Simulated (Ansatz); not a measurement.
# ZnSe (Stilleite) (F-43m) in Ansatz: further runs

The runs below take ZnSe (Stilleite) through single point, with HSE06, PBEsol.

All numbers are computed with Ansatz 0.2.0; they aren't measurements. Logs are shortened: lines on timing, memory, paths and dates and some standing lists are left out, and cuts for length are marked.

**The experiment to reproduce.**

“Alloy Disordering Effects on the Thermal Conductivity and Energy Gap Temperature Dependence of Cd1−xZnxSe Ternary Crystals Grown by the Bridgman Method”, 2023, pmc:10253836 reports, for a bulk crystal of ZnSe at 300 K: band gap 2.695 ± 0.003 eV (an exciton energy, a little under the gap).

The runs below are set against these values where they give the same quantity.

## 1. The crystal as given

The structure is cubic, space group F-43m (No. 216). Conventional cell: a = 5.668 Å, b = 5.668 Å, c = 5.668 Å, α = 90.00°, β = 90.00°, γ = 90.00°. Around Se (site symmetry -43m) lie 4 Zn at 2.45 Å. Zn (site symmetry -43m) has 4 Se at 2.45 Å as nearest neighbours.

## 2. Single point, HSE06

The input, input.yaml:

```yaml
crystal:
  lattice:
    - [0.0, 2.8338, 2.8338]
    - [2.8338, 0.0, 2.8338]
    - [2.8338, 2.8338, 0.0]
  atoms:
    - { symbol: Se, position: [0.75, 0.75, 0.75] }
    - { symbol: Zn, position: [0.0, 0.0, 0.0] }
kpoints:
  mp_grid: { grid: [6, 6, 6] }
scf:
  occupations: { method: fermi_dirac, width: 0.05 }
hamiltonian:
  xc: hse06
  pseudopotentials: { kind: all_electron, datasets: crystal }
output:
  forces: true
  stress: true
```

Potentials or basis: all-electron PAW datasets made for the crystal.

The run is started by

```console
$ ansatz run input.yaml --threads 8 --pin off --max-ram 24576MiB --backend cpu --events-out ev --progress --plain --runs-dir out
```

The program printed:

```text
Warning: RAYON_NUM_THREADS=8 ignored (pool sized by the plan → 8); use --threads N
hamiltonian.pseudopotentials.datasets: crystal makes datasets for this crystal and solves the spheres of its atoms anew in each pass: cutoff 400.0 eV, the density's 1600.0 eV;, for an error of 0.50 meV an atom under PBE, 1.0 meV for the cell; an energy difference from a run of another recipe may be off by several times the error for the cell, under r2SCAN by more, where some 0.1 meV an atom stays at smaller errors; Zn in spheres of 1.143 Å, 20 of its electrons in bands; Se in spheres of 1.307 Å, 16 of its electrons in bands
Engine: ansatz 0.2.0, x86_64-unknown-linux-gnu
Pseudopotentials: kind: all_electron
Pseudopotential: Se, paw, valence charge 16, recommended cutoff 400 eV (normal), crystal/all_electron/pbe/scalar/gaussian/Se, Koelling and Harmon's equation, gaussian nucleus
Pseudopotential: Zn, paw, valence charge 20, recommended cutoff 400 eV (normal), crystal/all_electron/pbe/scalar/gaussian/Zn, Koelling and Harmon's equation, gaussian nucleus
Functional definition: HSE06
  parameter a = 0.25
  parameter omega = 0.11/bohr
  exchange = pbe_x - a*pbe_x_sr(omega) + a*exact_x_sr(omega)
  correlation = pbe_c
Crystal: 2 atoms, lattice volume = 45.513 Å³
Basis set: ecut = 400 eV, 869 PW (Γ), exchange–correlation on 54×54×54 points (8 copies of the dense FFT grid, shifted against one another)
Bands: 22, of which v1, the nominal top of the filled ones, is band 18 counted from 1 (17 counted from 0)
Symmetry: 24 space group operations
Space group: F-43m (ITA 216), of the structure as read, at distance tolerance 3.6e-5 Å
k-points: 16 of 216 (time reversal used)
Non-local potential: Se, projectors of the file, l = 0: 1, l = 1: 1, l = 2: 3
Non-local potential: Zn, projectors of the file, l = 0: 3, l = 1: 2, l = 2: 2
PAW form: soft (Blöchl's): semilocal exchange-correlation on the pseudo side does not see the compensation charge
PAW one-centre angular grid: Se, 590 points (default); XC on its mesh's 1887 points in the sphere
PAW one-centre angular grid: Zn, 590 points (default); XC on its mesh's 1863 points in the sphere
Initial density: superposition of atomic densities (neutral atoms: chi_scale 0, normalization atom)
Initial wavefunctions: pseudopotential atomic-orbital guess
Functional: x = pbe(κ = 0.804, μ = 0.2195149727645171) + 0.25 (exact − pbe) at short range (hse, ω = 0.20786987370883472 Å⁻¹), c = pbe(β = 0.06672455060314922); HSE06 as pw.x's `hse` composes it (authors' and Libxc's form: `xc: wpbeh`)
iter 1 solved again at ethr=2.34e-3 eV; its pass at ethr=1.00e-1 eV (dr2=8.43e-1 eV) is discarded
SCF iter   1: F=—  HF=-115000.354897 eV  |F-HF|=—  |Δ(HF+E_count)|=         —  Δρ=3.44e-2  dr2=8.99e-1  ethr=2.34e-3  ⟨swp⟩=3.4  Hψ=1837  notcnv=0
preconditioner: auto → none  [insulator: Δε(μ)=1.514 eV  Ē_g=11.377 eV  σ=0.050 eV  W_gap=1.00  n_scr=14 (ndim 8)  ℏωp=23.4 eV  f_vac=0.135  D(μ)=0.00/eV (n_scr^D=0)]
iter 2 solved again at ethr=2.23e-4 eV; its pass at ethr=2.34e-3 eV (dr2=8.03e-2 eV) is discarded
SCF iter   2: F=—  HF=-115000.130233 eV  |F-HF|=—  |Δ(HF+E_count)|=   2.25e-1  Δρ=1.70e-2  dr2=8.23e-2  ethr=2.23e-4  ⟨swp⟩=2.0  Hψ=1582  notcnv=0
SCF iter   3: F=—  HF=-115000.106212 eV  |F-HF|=—  |Δ(HF+E_count)|=   2.40e-2  Δρ=8.65e-3  dr2=3.00e-2  ethr=2.23e-4  ⟨swp⟩=3.2  Hψ=921  notcnv=0
SCF iter   4: F=—  HF=-115000.095932 eV  |F-HF|=—  |Δ(HF+E_count)|=   1.03e-2  Δρ=3.17e-3  dr2=3.73e-3  ethr=8.33e-5  ⟨swp⟩=3.0  Hψ=907  notcnv=0
SCF iter   5: F=—  HF=-115000.096755 eV  |F-HF|=—  |Δ(HF+E_count)|=   8.23e-4  Δρ=9.63e-4  dr2=3.59e-4  ethr=1.04e-5  ⟨swp⟩=3.0  Hψ=699  notcnv=0
SCF iter   6: F=—  HF=-115000.098424 eV  |F-HF|=—  |Δ(HF+E_count)|=   1.67e-3  Δρ=2.12e-4  dr2=9.68e-6  ethr=9.96e-7  ⟨swp⟩=3.1  Hψ=866  notcnv=0
SCF iter   7: F=—  HF=-115000.241991 eV  |F-HF|=—  |Δ(HF+E_count)|=         —  Δρ=1.63e-2  dr2=6.76e-2  ethr=2.69e-8  ⟨swp⟩=5.8  Hψ=1690  notcnv=0  defer=3
SCF iter   8: F=—  HF=-115000.223216 eV  |F-HF|=—  |Δ(HF+E_count)|=   1.88e-2  Δρ=6.67e-3  dr2=1.09e-2  ethr=2.69e-8  ⟨swp⟩=5.0  Hψ=1327  notcnv=0
SCF iter   9: F=—  HF=-115000.219266 eV  |F-HF|=—  |Δ(HF+E_count)|=   3.95e-3  Δρ=9.71e-4  dr2=3.54e-4  ethr=2.69e-8  ⟨swp⟩=4.1  Hψ=1353  notcnv=0
SCF iter  10: F=—  HF=-115000.219630 eV  |F-HF|=—  |Δ(HF+E_count)|=   3.63e-4  Δρ=2.87e-4  dr2=2.44e-5  ethr=2.69e-8  ⟨swp⟩=4.0  Hψ=1188  notcnv=0
SCF iter  11: F=—  HF=-115000.219713 eV  |F-HF|=—  |Δ(HF+E_count)|=   8.29e-5  Δρ=1.81e-4  dr2=1.80e-5  ethr=2.69e-8  ⟨swp⟩=3.7  Hψ=1040  notcnv=0
SCF iter  12: F=—  HF=-115000.219699 eV  |F-HF|=—  |Δ(HF+E_count)|=   1.37e-5  Δρ=7.61e-5  dr2=2.60e-6  ethr=2.69e-8  ⟨swp⟩=3.1  Hψ=883  notcnv=0
SCF iter  13: F=—  HF=-115000.219701 eV  |F-HF|=—  |Δ(HF+E_count)|=   2.01e-6  Δρ=1.07e-5  dr2=6.14e-8  ethr=7.21e-9  ⟨swp⟩=3.1  Hψ=798  notcnv=0
SCF iter  14: F=—  HF=-115000.219703 eV  |F-HF|=—  |Δ(HF+E_count)|=   2.29e-6  Δρ=9.01e-6  dr2=1.48e-8  ethr=1.71e-10  ⟨swp⟩=3.1  Hψ=870  notcnv=0
SCF iter  15: F=—  HF=-115000.219705 eV  |F-HF|=—  |Δ(HF+E_count)|=   1.28e-6  Δρ=4.66e-5  dr2=9.34e-7  ethr=4.10e-11  ⟨swp⟩=4.0  Hψ=1061  notcnv=0
SCF iter  16: F=—  HF=-115000.219706 eV  |F-HF|=—  |Δ(HF+E_count)|=   9.30e-7  Δρ=8.98e-6  dr2=6.55e-8  ethr=4.10e-11  ⟨swp⟩=4.0  Hψ=1050  notcnv=0
SCF iter  17: F=-115000.219705 eV  HF=-115000.219705 eV  |F-HF|=4.63e-9  |Δ(HF+E_count)|=   9.63e-7  Δρ=2.94e-6  dr2=3.11e-9  ethr=4.10e-11  ⟨swp⟩=3.0  Hψ=867  notcnv=0
SCF 1 converged in 17 iterations: F = -115000.219705 eV  dr2 = 3.11e-9
  Residual-converged pass: ⟨swp⟩=3.0  Hψ=772  notcnv=0  max |occ|·‖R‖ = 5.1e-6 eV (tolerance 5.3e-6 eV)  dr2=4.25e-9  dr2_onsite=4.42e-9  max |Δocc| = 1.3e-15
hybrid outer 1: dexx = +2.407e-11 eV
hybrid SCF converged: 1 outer / 17 inner (+0 warm-up), last move |dexx| = 2.41e-11 eV
Stability not checked: this state was not tested for a lower state beside it, because the functional holds exact exchange (a hybrid, or Hartree-Fock), whose exchange loop this test does not read (fock_operator; see scf.lower_state_search)
Free energy (F): -115000.219705 eV
Harris-Foulkes:  -115000.219705 eV  (|F-HF|=4.63e-9)
Internal energy: -115000.219705 eV  (E = F + TS)
E sigma→0 (E₀):  -115000.219705 eV
Past the cutoff: the bands carry plane waves up to 1.75 times it, of which those up to 1.5 times it add -0.000263 eV an atom, each by itself; the spheres take 0.000478 eV an atom off the energy for waves past 1.75 times it
Past the cutoffs: a stress includes -0.0003 GPa for waves and charges beyond them, in addition to the slope of what the spheres take
In the spheres:  the bands' charges fall short by 4.6e-5 e at most (sound up to 1e-3)
Fermi energy:    8.637475 eV
--- Per-component energies (eV) ---
  E_band       = -1128.144448
  E_kinetic    = 257.181165
  E_local      = -6310.112954  (includes V_loc(G=0)·N_el)
  E_nonlocal   = -2727.045432
  E_hartree    = 3063.018881
  E_xc         = -91.858968
  E_vxc        = -117.743310  (∫ρ·V_xc dr)
  E_exx        = -190.432513  (= α·E_x^exact, valence–valence)
  E_paw        = -119424.514178  (= ΣΔE_a)
  E_vpaw       = -12871.923774  (= ΣTr[D̂ρ^β])
  E_ewald      = -4472.778139
  E_smearing   = -0.000000  (= −TS)
  E_closure    = 14896.322432  (closes the sum)
  Σ components = -115000.219705   (vs F -115000.219705, Δ=0.00e0)
  The terms above E_closure are by the made datasets' own strengths, without shells solved beside the bands.
--- Forces (eV/Å), atoms counted from 1 ---
  atom   1  Se     0.00000000    -0.00000000    -0.00000000
  atom   2  Zn    -0.00000000    -0.00000000    -0.00000000
  max |Σ_I F_I| component: 3.70e-17 eV/Å
--- Stress (GPa, compression-positive) ---
        1.173021      -0.000000      -0.000000
       -0.000000       1.173021       0.000000
       -0.000000       0.000000       1.173021
  P = ⅓ Tr σ = 1.1730 GPa (11.730 kbar)
--- Band table (eV; the first three rows and the last of 16) ---
  k-point 0: bands = ["-124.0753", "-76.6505", "-76.6505", "-76.6505", "-43.0418", "-43.0418", "-43.0418", "-43.0368", "-43.0368", "-6.9581", "-0.8453", "-0.8453", "-0.8453", "-0.5194", "-0.5194", "7.3988", "7.3988", "7.3988", "9.8198"]
  k-point 1: bands = ["-124.0753", "-76.6505", "-76.6505", "-76.6505", "-43.0418", "-43.0418", "-43.0418", "-43.0367", "-43.0367", "-6.7663", "-0.8213", "-0.8213", "-0.8045", "-0.5210", "-0.5210", "5.4542", "7.1354", "7.1354", "11.0615"]
  k-point 2: bands = ["-124.0753", "-76.6505", "-76.6505", "-76.6504", "-43.0418", "-43.0418", "-43.0418", "-43.0367", "-43.0367", "-6.3384", "-0.7808", "-0.7808", "-0.6035", "-0.5150", "-0.5150", "3.0373", "6.6845", "6.6845", "11.2067"]
  k-point 15: bands = ["-124.0753", "-76.6505", "-76.6504", "-76.6503", "-43.0418", "-43.0417", "-43.0416", "-43.0367", "-43.0366", "-5.8043", "-0.7118", "-0.6653", "-0.5850", "-0.5048", "-0.2024", "2.4183", "4.5711", "4.7298", "12.7988"]
```

It took 2.1 min on 8 threads of AMD EPYC 7R43 (Zen 3), shared host; peak memory 1.6 GiB.

What came out:

```yaml
Free_energy: -115000.2197 eV
Pressure: 1.2 GPa
Band_gap_on_the_k_mesh: 2.42 eV, direct
```

Levels at points of the mesh, in eV from the valence-band top:
| k point | band 15 | band 16 | band 17 | band 18 | band 19 |
| --- | --- | --- | --- | --- | --- |
| (0.00, 0.00, 0.00) | -7.92 | 0.00 | 0.00 | 0.00 | 2.42 |
| (0.00, 0.00, -0.50) | -7.73 | -5.53 | -0.91 | -0.91 | 3.65 |
| (0.00, -0.50, -0.50) | -7.68 | -5.14 | -2.31 | -2.31 | 3.85 |

## 3. Single point, PBEsol

input.yaml: that of step 2 with these lines changed.

```diff
@@ -13,3 +13,3 @@
 hamiltonian:
-  xc: hse06
+  xc: pbesol
   pseudopotentials: { kind: all_electron, datasets: crystal }
@@ -18 +18,4 @@
   stress: true
+  eigenvalues: true
+  elf: true
+  volumetric_format: npy
```

Potentials or basis: all-electron PAW datasets made for the crystal.

The run is started by

```console
$ ansatz run input.yaml --threads 2 --pin off --max-ram 8192MiB --backend cpu --events-out ev --progress --plain --runs-dir out
```

The program printed:

```text
Warning: RAYON_NUM_THREADS=2 ignored (pool sized by the plan → 2); use --threads N
hamiltonian.pseudopotentials.datasets: crystal makes datasets for this crystal and solves the spheres of its atoms anew in each pass: cutoff 220.0 eV, the density's 1100.0 eV; for an error of 0.50 meV an atom under PBE, 1.0 meV for the cell; an energy difference from a run of another recipe may be off by several times the error for the cell, under r2SCAN by more, where some 0.1 meV an atom stays at smaller errors; Zn in spheres of 1.376 Å, 12 of its electrons in bands; Se in spheres of 1.074 Å, 6 of its electrons in bands, 10 on its site; only band paths and densities of states list, in semicore columns, the levels of the semicore shells that are solved separately: 3d of Se
[... 2 set-up lines as earlier in the session ...]
Pseudopotential: Se, paw, valence charge 16, recommended cutoff 220 eV (normal), crystal/all_electron/pbesol/scalar/gaussian/Se, Koelling and Harmon's equation, gaussian nucleus
Pseudopotential: Zn, paw, valence charge 12, recommended cutoff 220 eV (normal), crystal/all_electron/pbesol/scalar/gaussian/Zn, Koelling and Harmon's equation, gaussian nucleus
Functional definition: PBEsol
  exchange = pbesol_x
  correlation = pbesol_c
Crystal: 2 atoms, lattice volume = 45.513 Å³
[... 48 lines left out ...]
  E_vpaw       = -8707.490503  (= ΣTr[D̂ρ^β])
  E_ewald      = -2720.942845
  E_smearing   = -0.000000  (= −TS)
  E_closure    = 9238.594252  (closes the sum)
  Σ components = -114917.057828   (vs F -114917.057828, Δ=0.00e0)
  The terms above E_closure are by the made datasets' own strengths, without shells solved beside the bands.
--- Forces (eV/Å), atoms counted from 1 ---
  atom   1  Se     0.00000000    -0.00000000    -0.00000000
  atom   2  Zn    -0.00000000     0.00000000    -0.00000000
  max |Σ_I F_I| component: 1.16e-16 eV/Å
--- Stress (GPa, compression-positive) ---
       -1.094776       0.000000      -0.000000
       -0.000000      -1.094776       0.000000
        0.000000       0.000000      -1.094776
  P = ⅓ Tr σ = -1.0948 GPa (-10.948 kbar)
  It holds what live shells' own plane waves past their cutoff add
--- Band table (eV; the first three rows and the last of 16) ---
  k-point 0: bands = ["-5.3668", "1.3607", "1.3607", "1.3607", "1.7315", "1.7315", "7.9191", "7.9191", "7.9191", "9.0874", "13.6628"]
  k-point 1: bands = ["-5.1911", "1.3753", "1.3874", "1.3874", "1.7297", "1.7297", "5.9798", "7.6641", "7.6641", "10.3796", "13.7027"]
  k-point 2: bands = ["-4.7962", "1.4321", "1.4321", "1.5261", "1.7379", "1.7379", "3.8238", "7.2337", "7.2337", "10.5062", "14.3327"]
  k-point 15: bands = ["-4.2965", "1.4548", "1.5774", "1.6500", "1.7457", "2.0029", "3.1830", "5.2644", "5.3330", "12.2638", "12.6690"]
```

Run time: 7.3 s. Hardware: 2 threads of Intel Xeon at 2.50GHz (Skylake/Cascade Lake), shared host; peak memory 0.5 GiB.

What came out:

- Free energy: -114917.0578 eV
- Pressure: -1.1 GPa
- Band gap on the k mesh: 1.17 eV, direct

## 4. How close it comes

Step 2. Measured gap of ZnSe: 2.695 eV (an exciton energy, a little under the gap; 300 K; “Alloy Disordering Effects on the Thermal Conductivity and Energy Gap Temperature Dependence of Cd1−xZnxSe Ternary Crystals Grown by the Bridgman Method”, 2023, pmc:10253836). This calculation gives 2.42 eV (-0.27 eV). Spin-orbit coupling on Se is left out. The value is that of HSE06, without temperature or zero-point motion.

Step 3. A measured gap of ZnSe is 2.695 eV (an exciton energy, a little under the gap; 300 K; “Alloy Disordering Effects on the Thermal Conductivity and Energy Gap Temperature Dependence of Cd1−xZnxSe Ternary Crystals Grown by the Bridgman Method”, 2023, pmc:10253836); the calculated 1.17 eV misses it by -1.53 eV. So large a miss can be the level of theory's own, or it may mean another phase, state or a wrong row. Spin-orbit coupling on Se is left out. The value is that of PBEsol, without temperature or zero-point motion. Semilocal functionals fall short of measured gaps as a rule.
